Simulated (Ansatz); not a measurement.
Space group Fm-3m (No. 225). a = 4.768 Å, b = 4.768 Å, c = 4.768 Å, α = 90.00°, β = 90.00°, γ = 90.00°
```json
{"atom": "Cd", "site": "4a", "symmetry": "m-3m", "x": "0.0000", "y": "0.0000", "z": "0.0000"}
{"atom": "O", "site": "4b", "symmetry": "m-3m", "x": "0.5000", "y": "0.0000", "z": "0.0000"}
```

Equation of state of this CdO structure (not necessarily the ground state), with shape and atoms relaxed at each volume where symmetry leaves them free. It has no gap at any of these volumes. Method: Ansatz, DFT PBE, scalar-relativistic, plane waves, PAW.

Plane waves to 420 eV, a k mesh through Γ of 16×16×16 on the computed 2-atom cell and Gaussian smearing (0.10 eV); no spin polarisation.

```csv
V (Å³/atom),E − E(largest V) (meV/atom),P (GPa)
11.921,53.65,21.83
12.327,7.40,14.87
12.734,-22.67,9.03
13.140,-39.15,4.13
13.547,-44.23,0.01
13.953,-39.72,-3.45
14.359,-27.14,-6.37
14.901,0.00,-9.54
```

Fit a third-order Birch–Murnaghan equation to E(V).

V0 = 13.55 Å³/atom, B0 = 126 GPa, B0' = 4.8.